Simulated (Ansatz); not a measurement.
# Residual resistivity of an alloy: Rh(111) with 4 layers of random Rh-Pd, 2x2, part 2 of 2

How strongly does chemical disorder scatter in Rh(111) with 4 layers of random Rh-Pd, 2x2?

Ansatz 0.2.0; Ansatz plane-wave DFT, PBE, PAW files; ballistic transport by layer matching (Landauer), zero bias; PAW set soft_1.

So far. Step 3 (With 8 alloy layers): Over the solved energies the transmission per spin lies between 3.18 and 3.31, out of 7 channels of the lead on average (up to 7.2).

## 4. With 12 alloy layers

In 12 layers a share of 0.5 of the sites is given to Pd at random. A fresh draw is used; the growth of the resistance with length is what counts.

System of this step: Rh(111) with 12 layers of random Rh-Pd, 2x2. The cell holds 72 atoms: 48 Rh and 24 Pd. Cell: a = 5.378 Å, b = 5.378 Å, c = 39.523 Å, α = 90.0°, β = 90.0°, γ = 120.0°. It derives from Rh. Regions: lead, 24 atoms (24 Rh); scattering region, 48 atoms (24 Pd and 24 Rh). The structure is stacked along c, and the current runs across the ab planes.

input.yaml reads:

```yaml
crystal:
  lattice:
    - [5.3783955991, 0.0, 0.0]
    - [-2.6891977995, 4.6578272204, 0.0]
    - [0.0, 0.0, 39.5229745576]
  atoms:
    - { symbol: Rh, position: [0.0, 0.0, 0.0277777778] }
    - { symbol: Rh, position: [0.0, 0.5, 0.0277777778] }
    - { symbol: Rh, position: [0.5, 0.0, 0.0277777778] }
    - { symbol: Rh, position: [0.5, 0.5, 0.0277777778] }
    - { symbol: Rh, position: [0.1666666667, 0.3333333333, 0.0833333333] }
    - { symbol: Rh, position: [0.1666666667, 0.8333333333, 0.0833333333] }
    - { symbol: Rh, position: [0.6666666667, 0.3333333333, 0.0833333333] }
    - { symbol: Rh, position: [0.6666666667, 0.8333333333, 0.0833333333] }
    - { symbol: Rh, position: [0.3333333333, 0.1666666667, 0.1388888889] }
    - { symbol: Rh, position: [0.3333333333, 0.6666666667, 0.1388888889] }
    - { symbol: Rh, position: [0.8333333333, 0.1666666667, 0.1388888889] }
    - { symbol: Rh, position: [0.8333333333, 0.6666666667, 0.1388888889] }
    - { symbol: Pd, position: [0.0, 0.0, 0.1944444444] }
    - { symbol: Rh, position: [0.0, 0.5, 0.1944444444] }
    - { symbol: Pd, position: [0.5, 0.0, 0.1944444444] }
    - { symbol: Pd, position: [0.5, 0.5, 0.1944444444] }
    - { symbol: Pd, position: [0.1666666667, 0.3333333333, 0.25] }
    - { symbol: Rh, position: [0.1666666667, 0.8333333333, 0.25] }
    - { symbol: Pd, position: [0.6666666667, 0.3333333333, 0.25] }
    - { symbol: Rh, position: [0.6666666667, 0.8333333333, 0.25] }
    - { symbol: Rh, position: [0.3333333333, 0.1666666667, 0.3055555556] }
    - { symbol: Rh, position: [0.3333333333, 0.6666666667, 0.3055555556] }
    - { symbol: Rh, position: [0.8333333333, 0.1666666667, 0.3055555556] }
    - { symbol: Rh, position: [0.8333333333, 0.6666666667, 0.3055555556] }
    - { symbol: Pd, position: [0.0, 0.0, 0.3611111111] }
    - { symbol: Pd, position: [0.0, 0.5, 0.3611111111] }
    - { symbol: Rh, position: [0.5, 0.0, 0.3611111111] }
    - { symbol: Rh, position: [0.5, 0.5, 0.3611111111] }
    - { symbol: Pd, position: [0.1666666667, 0.3333333333, 0.4166666667] }
    - { symbol: Pd, position: [0.1666666667, 0.8333333333, 0.4166666667] }
    - { symbol: Rh, position: [0.6666666667, 0.3333333333, 0.4166666667] }
    - { symbol: Rh, position: [0.6666666667, 0.8333333333, 0.4166666667] }
    - { symbol: Pd, position: [0.3333333333, 0.1666666667, 0.4722222222] }
    - { symbol: Pd, position: [0.3333333333, 0.6666666667, 0.4722222222] }
    - { symbol: Pd, position: [0.8333333333, 0.1666666667, 0.4722222222] }
    - { symbol: Pd, position: [0.8333333333, 0.6666666667, 0.4722222222] }
    - { symbol: Rh, position: [0.0, 0.0, 0.5277777778] }
    - { symbol: Pd, position: [0.0, 0.5, 0.5277777778] }
    - { symbol: Rh, position: [0.5, 0.0, 0.5277777778] }
    - { symbol: Pd, position: [0.5, 0.5, 0.5277777778] }
    - { symbol: Pd, position: [0.1666666667, 0.3333333333, 0.5833333333] }
    - { symbol: Pd, position: [0.1666666667, 0.8333333333, 0.5833333333] }
    - { symbol: Pd, position: [0.6666666667, 0.3333333333, 0.5833333333] }
    - { symbol: Rh, position: [0.6666666667, 0.8333333333, 0.5833333333] }
    - { symbol: Rh, position: [0.3333333333, 0.1666666667, 0.6388888889] }
    - { symbol: Rh, position: [0.3333333333, 0.6666666667, 0.6388888889] }
    - { symbol: Rh, position: [0.8333333333, 0.1666666667, 0.6388888889] }
    - { symbol: Pd, position: [0.8333333333, 0.6666666667, 0.6388888889] }
    - { symbol: Rh, position: [0.0, 0.0, 0.6944444444] }
    - { symbol: Rh, position: [0.0, 0.5, 0.6944444444] }
    - { symbol: Rh, position: [0.5, 0.0, 0.6944444444] }
    - { symbol: Rh, position: [0.5, 0.5, 0.6944444444] }
    - { symbol: Rh, position: [0.1666666667, 0.3333333333, 0.75] }
    - { symbol: Pd, position: [0.1666666667, 0.8333333333, 0.75] }
    - { symbol: Pd, position: [0.6666666667, 0.3333333333, 0.75] }
    - { symbol: Pd, position: [0.6666666667, 0.8333333333, 0.75] }
    - { symbol: Rh, position: [0.3333333333, 0.1666666667, 0.8055555556] }
    - { symbol: Rh, position: [0.3333333333, 0.6666666667, 0.8055555556] }
    - { symbol: Pd, position: [0.8333333333, 0.1666666667, 0.8055555556] }
    - { symbol: Pd, position: [0.8333333333, 0.6666666667, 0.8055555556] }
    - { symbol: Rh, position: [0.0, 0.0, 0.8611111111] }
    - { symbol: Rh, position: [0.0, 0.5, 0.8611111111] }
    - { symbol: Rh, position: [0.5, 0.0, 0.8611111111] }
    - { symbol: Rh, position: [0.5, 0.5, 0.8611111111] }
    - { symbol: Rh, position: [0.1666666667, 0.3333333333, 0.9166666667] }
    - { symbol: Rh, position: [0.1666666667, 0.8333333333, 0.9166666667] }
    - { symbol: Rh, position: [0.6666666667, 0.3333333333, 0.9166666667] }
    - { symbol: Rh, position: [0.6666666667, 0.8333333333, 0.9166666667] }
    - { symbol: Rh, position: [0.3333333333, 0.1666666667, 0.9722222222] }
    - { symbol: Rh, position: [0.3333333333, 0.6666666667, 0.9722222222] }
    - { symbol: Rh, position: [0.8333333333, 0.1666666667, 0.9722222222] }
    - { symbol: Rh, position: [0.8333333333, 0.6666666667, 0.9722222222] }
kpoints:
  mp_grid: { grid: [5, 5, 1] }
hamiltonian:
  xc: pbe
  pseudopotentials: { kind: paw, azcp: { folder: soft_1 } }
scf:
  occupations: { method: fermi_dirac, width: 0.1 }
output:
  transmission:
    leads: [[0, 4]]
    kmesh: [10, 10]
    e_range: [-0.05, 0.05]
    de: 0.05
  write_potential: true
  write_density: true
  volumetric_format: npy
```

Launch:

```
$ ansatz run input.yaml --threads 8 --pin off --max-ram 15360MiB --backend cpu --events-out ev --progress --plain --runs-dir out
```

Numbers of over 12 decimals in the logs are rounded to 6 here.

What it wrote:

```text
[...]
Crystal: 72 atoms, lattice volume = 990.115 Å³
Basis set: ecut = 420 eV, 19231 PW (Γ)
Bands: 749, of which v1, the nominal top of the filled ones, is band 624 counted from 1 (623 counted from 0)
Symmetry: 1 space group operations
[...]
k-points: 13 of 25 (time reversal used)
[...]
SCF iter   1: F=—  HF=-474793.015429 eV  |F-HF|=—  |Δ(HF+E_count)|=         —  Δρ=2.52e-1  dr2=1.79e4  ethr=3.10e-3  ⟨swp⟩=5.0  Hψ=28294  notcnv=0  defer=116
[...]
SCF iter  13: F=-474687.029923 eV  HF=-474687.029923 eV  |F-HF|=1.11e-8  |Δ(HF+E_count)|=   1.16e-9  Δρ=2.81e-7  dr2=1.16e-8  ethr=8.01e-12  ⟨swp⟩=1.0  Hψ=9789  notcnv=0
SCF 1 converged in 13 iterations: F = -474687.029923 eV  dr2 = 1.16e-8
[...]
transmission: 366 of 3640 steps passed
transmission: 732 of 3640 steps passed
[...]
transmission: 3640 of 3640 steps passed
SCF converged after 13 iterations
Free energy (F): -474687.029923 eV
[...]
Internal energy: -474683.450860 eV  (E = F + TS)
E sigma→0 (E₀):  -474685.240392 eV
Entropy (-TS):   -3.579063 eV (-49.709 meV/atom)
Fermi energy:    22.179537 eV
[...]
--- Band table (eV; the first three rows and the last of 13) ---
  k-point 0: bands = [... 620 lower, 22.5739, 22.6047, 22.6215, 22.6365, 22.6447, 22.6569, 22.6666, 22.6726, ... 121 higher]
  k-point 1: bands = [... 620 lower, 22.3341, 22.3399, 22.3418, 22.3592, 22.3661, 22.3833, 22.3970, 22.4077, ... 121 higher]
  k-point 2: bands = [... 620 lower, 21.8318, 21.8740, 21.8829, 21.9309, 21.9683, 21.9988, 22.0324, 22.0742, ... 121 higher]
  k-point 12: bands = [... 620 lower, 22.0751, 22.0921, 22.1035, 22.1127, 22.1478, 22.1583, 22.1960, 22.2077, ... 121 higher]
--- Transmission ---
  basis      : 211 plane waves across, 70 finite elements along
  points     : 52, standing for a mesh of 10 x 10
[...]
channels       : 7.200000e0 a spin
[...]
junction   : crystal 0 to crystal 0, 0.70 to 38.03 Å
    transmission   : 2.645961e0 a spin
[...]
```

It took 12 min on 8 threads of Arm Neoverse V2, shared host; peak memory 7.6 GiB.

Numbers from this step:

* free energy: -474687.0299 eV
* energy at zero smearing: -474685.2404 eV
* Fermi energy: 22.18 eV
* transmission per spin nearest the Fermi level: 2.646
* step of the lead's potential: 11.9 meV

Per spin. Transmission, zone mean against energy, zero at the Fermi level:

| energy (eV) | transmission, zone mean |
| --- | --- |
| -0.0500 | 2.50 |
| 0.0000 | 2.65 |
| 0.0500 | 2.60 |

Over the solved energies the transmission per spin lies between 2.50 and 2.65, out of 7 channels of the lead on average (up to 7.2).

## 5. The fit

This step: Ansatz plane-wave DFT, PBE, PAW files; ballistic transport by layer matching (Landauer), zero bias; residual resistivity from the slope of the area resistance, atoms on the host's lattice; PAW set soft_1 (Ansatz 0.2.0).

This step gave:

- resistivity: 29.17 µΩ cm
- intercept: 0.02340 fΩ m²
- scatter about the fit: 0.003111 fΩ m²

Resistance, by row:

| run | length (Å) | T | channels N | RA (fΩ m²) |
| --- | --- | --- | --- | --- |
| n4 | 8.783 | 4.373 | 7 | 0.2774 |
| n8 | 17.57 | 3.226 | 7 | 0.5402 |
| n12 | 26.35 | 2.583 | 7 | 0.7898 |

The area resistance by length of the alloy:

| length of the alloy (Å) | area resistance (fΩ m²) |
| --- | --- |
| 8.78 | 0.277 |
| 17.57 | 0.540 |
| 26.35 | 0.790 |

The area resistance goes from 0.28 to 0.79 fΩ m² between 8.8 and 26.3 Å, a slope of 29 µΩ cm.

By hand from the end points: (0.7898 − 0.2774) fΩ m² / (26.35 − 8.78) Å = 29 µΩ cm, since 1 fΩ m² per Å is 1000 µΩ cm.

## 6. Results

| Quantity | Value |
| --- | --- |
| resistivity from the slope | 29.2 µΩ cm |
| area resistance over 8.78 Å | 0.277 fΩ m² |
| area resistance over 17.6 Å | 0.540 fΩ m² |
| area resistance over 26.3 Å | 0.790 fΩ m² |

The slope gives 29 µΩ cm. The points scatter by 0.0031 fΩ m² about the line, with one random draw a length in a 2x2 cell, so the slope is a rough value. Read with a model of isotropic scattering on a spherical Fermi surface and the lead's 2.2×10¹⁵ S/m², this slope means a mean free path near 12 Å (a rough figure, since the alloy's own channel count differs); over these lengths the model's slope is within 3 % of its bulk resistivity. The atoms sit on the host's lattice, so scattering by size misfit is left out.

[Logs are printed without paths, hosts, clocks, repeated set-up lines and the standing remarks that a program may print on its own settings, such as how far it seeks lower states.]

[Hosts, paths, dates, database ids (printed as entryN), source tags and the programs' standing remarks are cut or masked in the printed files.]
